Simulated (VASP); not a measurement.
Here is a VASP 6.6.1 calculation.

File INCAR:

```
SYSTEM = InAs
PREC = Accurate ; ENCUT = 600
EDIFF = 1E-6 ; ISMEAR = 0
SIGMA = 0.03 ; LREAL = .False.
LASPH = .True. ; NELM = 80
ALGO = Normal ; ISIF = 3
LWAVE = .False. ; LCHARG = .False.
GGA = PE ; IBRION = 2
NSW = 90 ; EDIFFG = -0.01
```

Contents of KPOINTS:

```
Automatic mesh
0
Gamma
  10 10 10
  0 0 0
```

File POSCAR:

```
InAs
1.0
    0.0000000000      3.0180000000      3.0180000000
    3.0180000000      0.0000000000      3.0180000000
    3.0180000000      3.0180000000      0.0000000000
In As
1 1
Direct
    0.0000000000      0.0000000000      0.0000000000
    0.2500000000      0.2500000000      0.2500000000
```

Potentials or basis: VASP PAW PBE potentials, release 64 (In_d, As).

Launch:

```console
$ cat potpaw_PBE.64/In_d/POTCAR potpaw_PBE.64/As/POTCAR > POTCAR
$ mpirun -np 1 vasp_std > vasp.out
```

Task: What does it give for the relaxed cell?

Result: a = 4.376 Å, b = 4.376 Å, c = 4.376 Å, α = 60.00°, β = 60.00°, γ = 60.00°.

Task: What does it give for the relaxed volume?

Result: 29.62 Å³/atom.

Final structure:
```xyz
2
Lattice="0.0000 3.0941 3.0941 3.0941 0.0000 3.0941 3.0941 3.0941 0.0000" Properties=species:S:1:pos:R:3 pbc="T T T"
In    0.0000    0.0000    0.0000
As    1.5471    1.5471    1.5471
```

 PBE usually gives volumes a little too large and moduli too small.
